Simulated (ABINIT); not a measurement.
Planning a run of ABINIT 10.8.3 on AlP (F-43m). The input:

```
acell 3*1.0 Angstrom
rprim 
  -0.000000000000 2.725500000000 2.725500000000
  2.725500000000 -0.000000000000 2.725500000000
  2.725500000000 2.725500000000 -0.000000000000
ntypat 2
znucl 13 15
natom 2
typat 1 2
xred 
  0.000000000000 0.000000000000 0.000000000000
  0.250000000000 0.250000000000 0.250000000000
pp_dirpath "pseudos"
pseudos "Al.upf, P.upf"
ecut 18
ngkpt 4 4 4
nshiftk 1
shiftk 0 0 0
kptopt 1
chksymbreak 0
istwfk *1
occopt 1
irdwfk 1
optdriver 3
nband 264
ecuteps 8
inclvkb 2
awtr 1
symchi 1
indata_prefix "in"
outdata_prefix "out"
tmpdata_prefix "tmp"
```

The database entry behind the starting cell differs from later determinations by our own check (0.1 to 0.3 % short, probably kX units), so it need not match the best structure at ambient conditions.

```sh
OMP_NUM_THREADS=1 mpirun -n 4 abinit run.abi > log
```

**Question.** Estimate wall time and host memory on 4 MPI ranks of Arm Neoverse V1, shared host.

It took 25 s; on shared hardware allow 12 s to 49 s. Peak host memory was 0.81 GiB.

[Paths, hosts, dates, memory and timing lines, banners, echoed tables and standing remarks are left out of the program output.]

[Logs are printed without paths, hosts, clocks, repeated set-up lines and the standing remarks that a program may print on its own settings, such as how far it seeks lower states.]

[Runs of the session that timed out or met a known fault of the program may be left out.]

[Hosts, paths, dates, database ids (printed as entryN), source tags and the programs' standing remarks are cut or masked in the printed files.]

[G0W0 gaps are taken among the corrected bands and points alone; a level outside them can change the order at an edge.]

[Where Ansatz stands beside ABINIT at settings called matched, ABINIT's density can come from a denser mesh and the files from another edition; pairs whose starting gaps differed by over 0.03 eV were left out, so agreement reads better than it is.]
